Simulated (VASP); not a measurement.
Here is a VASP 6.6.1 calculation.

POSCAR

```
C
1.0
    0.0000000000      1.7833700000      1.7833700000
    1.7833700000      0.0000000000      1.7833700000
    1.7833700000      1.7833700000      0.0000000000
C
2
Direct
    0.7500000000      0.7500000000      0.7500000000
    0.5000000000      0.5000000000      0.5000000000
```

INCAR.step1

```
ALGO = Normal
EDIFF = 1E-5
ENCUT = 600
GGA = PE
ISMEAR = -1
LASPH = T
LCHARG = F
LREAL = F
LWAVE = T
NELM = 100
PREC = Accurate
SIGMA = 0.05
```

File INCAR.step2:

```
ALGO = Normal
EDIFF = 1E-6
EDIFFG = -0.02
ENCUT = 600
GGA = PE
HFSCREEN = 0.3
IBRION = 2
ISIF = 3
ISMEAR = -1
ISTART = 1
LASPH = T
LCHARG = F
LHFCALC = T
LREAL = F
LWAVE = F
NELM = 100
NSW = 60
PREC = Accurate
PRECFOCK = Normal
SIGMA = 0.05
```

File KPOINTS:

```
k-points
0
Gamma
  7 7 7
```

Potentials or basis: VASP PAW PBE potentials, release 64 (C).

The run is started by

```console
$ cat potpaw_PBE.64/C/POTCAR > POTCAR
$ cp INCAR.step1 INCAR
$ mpirun -np 1 vasp_std > vasp.out
$ cp INCAR.step2 INCAR
$ mpirun -np 1 vasp_std > vasp.out
```

(1) Predict the relaxed volume.

(2) Estimate the space group after relaxing (to 0.05 Å).

(3) Estimate the band gap on the k mesh.

## Answers

(1) 5.58 Å³/atom.

(2) Fd-3m (No. 227).

(3) 5.21 eV, indirect (least direct gap 6.80 eV).

Caveat: the k mesh is coarse (spacing up to 0.44 Å⁻¹), so the values aren't converged, least of all with exact exchange; the PAW data sets were made with another functional, which shifts forces and pressure a little; an odd mesh through Γ misses points on the zone boundary, where band edges often lie.
